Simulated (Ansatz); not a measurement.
**BN (P6_3/mmc)**

Theory: DFT PBE, scalar-relativistic, plane waves, PAW (Ansatz 0.2.0).

Plane waves to 420 eV, a k mesh through Γ of 12×12×4 on the computed 4-atom cell and Gaussian smearing (0.02 eV); no spin polarisation.

The structure is relaxed at this level of theory with its symmetry kept.

It takes space group P6_3/mmc (No. 194, hexagonal). The conventional cell has a = 2.512 Å, b = 2.512 Å, c = 8.369 Å, α = 90.00°, β = 90.00°, γ = 120.00°. B (site symmetry -6m2) has 3 N at 1.45 Å as nearest neighbours. N (site symmetry -6m2) has 3 B at 1.45 Å as nearest neighbours.

| Item | Value |
| --- | --- |
| Volume per atom | 11.44 Å³ |
| Formation energy from the elements' standard states (uncorrected) | -1.252 eV/atom |
| Kohn–Sham band gap | 4.39 eV, indirect from (0.333, 0.333, 0.497) to Γ |
| Löwdin character of the top 1 eV of the valence band | N 2p 88 %, B 2p 11 % |
| Löwdin character of the lowest 1 eV of the conduction band | B 2p 79 %, N 2p 10 %, unprojected 8 % |
| Electron masses at the edge by Cartesian direction of the standard setting (m_e; degenerate bands sorted by energy; no spin-orbit coupling) | x: 0.89; y: 0.89; z: 0.38 |
| Hole masses at the edge by Cartesian direction of the standard setting (m_e; degenerate bands sorted by energy; no spin-orbit coupling) | x: 0.67, 0.63; y: 0.67, 0.63; z: over 30, over 30 |
| Bader charges (e) | B (2 in the cell) 2.22, N (2 in the cell) -2.22 |

Each cell of BN holds layers, and where no dispersion correction was added their binding is poorly described.